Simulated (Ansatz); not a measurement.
Crystal: WC.

```xyz
2
Lattice="0.0000 2.1927 2.1927 2.1927 0.0000 2.1927 2.1927 2.1927 0.0000" Properties=species:S:1:pos:R:3 pbc="T T T"
W     0.0000    0.0000    0.0000
C     2.1927    2.1927    2.1927
```

Measurements of this composition are mostly on another form, of space group No. 187.

Base run:

* Program: Ansatz 0.2.0
* Functional: PBE
* Potentials or basis: all-electron LAPW, scalar-relativistic
* Cutoff: 336 eV (chosen from the basis error)
* Basis error allowed: 0.001 eV/atom
* k mesh: 10 × 10 × 10
* Occupations: gaussian, width 0.1 eV
* Spin: no spin polarisation

Its results: band gap on the k mesh none (metal or under the smearing width); pressure -1.4 GPa.

Problem. The run is repeated on the same cell with these changes: functional from PBE to RPBE; occupations from gaussian, width 0.1 eV to gaussian, width 0.05 eV. What comes out?

Solution. Band gap on the k mesh none (metal or under the smearing width); pressure 2.8 GPa.
